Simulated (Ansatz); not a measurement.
Reactions of `[SiH3][S][GeH3]`.

Computed with Ansatz on PBE0-D4/def2-TZVP structures; ΔE is electronic, products minus reactants. CCSD(T)/CBS adds triple-zeta CCSD(T) − MP2 to the extrapolated MP2 energy (def2 sets, frozen cores). This one scheme is used for every species, atoms too. Functionals use def2-TZVPP. No spin–orbit coupling; open shells (•) take unrestricted orbitals. Spin–orbit coupling would lower the free atoms: a little for S, Si; clearly for Ge. For Br, Ge outer-core shells are correlated without core-valence functions, so the limit isn't a true one: a few kJ/mol of doubt a bond, and 10 to 20 or more in all where bonds break to atoms. Scalar relativity is left out up to krypton. One conformer a species, not always the lowest.

| reaction | CCSD/CBS(def2) (kJ/mol) | HF/CBS(def2) (kJ/mol) | B2PLYP (kJ/mol) | CCSD(T)/CBS(def2) (kJ/mol) |
| --- | --- | --- | --- | --- |
| `[SiH3][S][GeH3]` + `F[C](F)F`• → `[SiH2][S][GeH3]`• + trifluoromethane | -78 | -56 | -76 | -80 |
| `[SiH3][S][GeH3]` → `[S][GeH3]`• + `[SiH3]`• | 376 | 266 | 363 | 387 |
| `[SiH3][S][GeH3]` + `NB(N)O` → `NB(N)O[SiH3]` + `[SH][GeH3]` | -34 | -53 | -38 | -31 |
| `[SiH3][S][GeH3]` + `C=C[Si](F)(Cl)Cl` → `C=C[SiH2][S][GeH3]` + `F[SiH](Cl)Cl` | 5 | 12 | 8 | 4 |
| `[SiH3][S][GeH3]` → Ge• + 6 H• + S• + Si• | 2502 | 1881 | 2470 | 2529 |
| `[SiH3][S][GeH3]` + `COBCS` → `CO[SiH2][S][GeH3]` + `BCS` | 60 | 52 | 66 | 62 |
| `[SiH3][S][GeH3]` + `NCS` → `SC[NH][GeH3]` + `[SiH3]S` | 40 | 42 | 38 | 40 |
| `[SiH3][S][GeH3]` → `S[SiH2][GeH3]` | 33 | 44 | 34 | 33 |
| `[SiH3][S][GeH3]` + `N[SiH](F)Br` → `F[SiH](Br)N[SiH3]` + `[SH][GeH3]` | 8 | -2 | 7 | 10 |

Largest T1 diagnostic: 0.015, for `[SiH3]`•.
